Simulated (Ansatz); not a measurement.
# A Ge vacancy next to H started in the widest void in diamond Ge, 64 atoms, charge 0

All numbers come from Ansatz (PAW, plane waves, no spin–orbit coupling) at the single k point (¼, ¼, ¼) without its symmetry partners. The atoms were relaxed with PBEsol in a fixed cell; other functionals are single points on those atoms unless said otherwise. The valence top and gap of the host come from its small cell on a dense mesh, with the band extrema sought between the mesh points, lined up by the mean potential, PBEsol gap 0.00 eV, r²SCAN gap 0.35 eV.

Cell: a = 11.351 Å, b = 11.351 Å, c = 11.351 Å, α = 90.00°, β = 90.00°, γ = 90.00°.

Nearest atoms after relaxation, from the placed atom (for vacancies from the middle of the vacant sites): Ge at 1.58 Å, Ge at 2.56 Å, Ge at 2.67 Å, Ge at 2.74 Å, Ge at 3.29 Å, Ge at 3.31 Å, Ge at 3.34 Å.

Chemical potentials μ are those of reference phases of the elements at zero temperature by the same functional (the usual solids, diamond for C, grey Sn, and the molecules H2, N2, O2, F2, Cl2, Br2 and S8).

| functional | E(defect) − E(host) − Σ nμ + q·E_VBM (eV) | monopole (eV) | alignment (eV) | formation energy at E_F = VBM (eV) | moment (μB) | wall time, shared host |
| --- | --- | --- | --- | --- | --- | --- |
| PBEsol | 1.98 | 0.00 | 0.00 | 1.98 | 1.0 | 36 s on NVIDIA GB300 (relaxation) |

Task: Estimate the formation energy and moment that r²SCAN gives on these atoms.

Result: 2.43 eV at E_F = VBM, moment 1.0 μB.

r²SCAN one-electron levels near the gap (the ten most localised at most), from the host's valence top:

| level (eV) | spin | filling | atoms sharing it | element of the atom with most weight |
| --- | --- | --- | --- | --- |
| -0.10 | up | 1.00 | 26.0 | spread |
| 0.09 | up | 0.00 | 18.4 | Ge |
| 0.16 | down | 0.00 | 17.7 | Ge |
| 0.22 | down | 0.00 | 16.7 | Ge |
| 0.60 | up | 0.00 | 62.5 | spread |
| 0.61 | down | 0.00 | 62.4 | spread |

One k point and a cell of this size can leave errors of several tenths of an eV in such numbers.
